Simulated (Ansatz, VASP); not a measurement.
## One calculation of Mg, two programs

File INCAR:

```
SYSTEM = Mg
PREC     = Accurate       ! precision mode
ENCUT    = 520            ! plane-wave cutoff, eV
EDIFF    = 1E-7           ! SCF threshold, eV
ISMEAR   = 0              ! smearing method
SIGMA    = 0.1            ! smearing width, eV
LREAL    = .False.        ! projectors in reciprocal space
LASPH    = .True.         ! aspherical terms in the spheres
NELM     = 100            ! most SCF steps
ALGO     = Normal         ! electronic algorithm
ISIF     = 2              ! what is computed and relaxed
LWAVE    = .False.        ! write WAVECAR
LCHARG   = .False.        ! write CHGCAR
GGA      = PE             ! functional
NBANDS   = 12             ! bands
```

The input KPOINTS:

```
Automatic mesh
0
Gamma
  4 4 4
  0 0 0
```

File POSCAR:

```
Mg
1.0
    2.8689047564     -3.7556770928      0.0000000000
    2.8689047564      3.7556770928      0.0000000000
    0.0000000000      0.0000000000      5.3894073593
Mg
4
Direct
    0.8221948151      0.1778051849      0.2500000000
    0.1778051849      0.8221948151      0.7500000000
    0.4687048683      0.5312951317      0.2500000000
    0.5312951317      0.4687048683      0.7500000000
```

Input for Ansatz:

```yaml
crystal:
  lattice:
    - [2.8689047564, -3.7556770928, 0.0]
    - [2.8689047564, 3.7556770928, 0.0]
    - [0.0, 0.0, 5.3894073593]
  atoms:
    - { symbol: Mg, position: [0.8221948151, 0.1778051849, 0.25] }
    - { symbol: Mg, position: [0.1778051849, 0.8221948151, 0.75] }
    - { symbol: Mg, position: [0.4687048683, 0.5312951317, 0.25] }
    - { symbol: Mg, position: [0.5312951317, 0.4687048683, 0.75] }
basis:
  ecutwfc: 420
kpoints:
  mp_grid: { grid: [4, 4, 4] }
hamiltonian:
  xc: pbe
scf:
  occupations: { method: gaussian, width: 0.1 }
output:
  forces: true
  stress: true
  eigenvalues: true
```

Alike in both runs: task single point; functional PBE; k mesh 4 × 4 × 4; occupations gaussian, width 0.1 eV; no spin polarisation.

```csv
,VASP,Ansatz
version,VASP 6.6.1,Ansatz 0.2.0
potentials or method,"VASP PAW PBE potentials, release 64 (Mg)","scalar-relativistic, plane waves, PAW"
plane-wave cutoff (eV),520,420
valence electrons in the cell,8,40
```

VASP gave:

| Quantity | Value |
| --- | --- |
| gap on the k mesh at the Fermi level (eV) | none |
| pressure (GPa) | 0.8 |
| largest component of the traceless stress (GPa) | 2.86 |
| rms of the force components (eV/Å) | 0.669 |

**Question.** Estimate Ansatz's values.

**Answer.** gap on the k mesh at the Fermi level (eV): none; pressure (GPa): 0.9; largest component of the traceless stress (GPa): 2.85; rms of the force components (eV/Å): 0.668.

Atom by atom the forces differ by 0.001 eV/Å (rms over components). A gap of «none» marks a metal or a gap that the smearing closes. The two sets of potentials don't hold the same shells in valence.

Caveats: forces of over 1 eV/Å show positions far from the minimum, so gaps and moduli don't describe the material at rest.
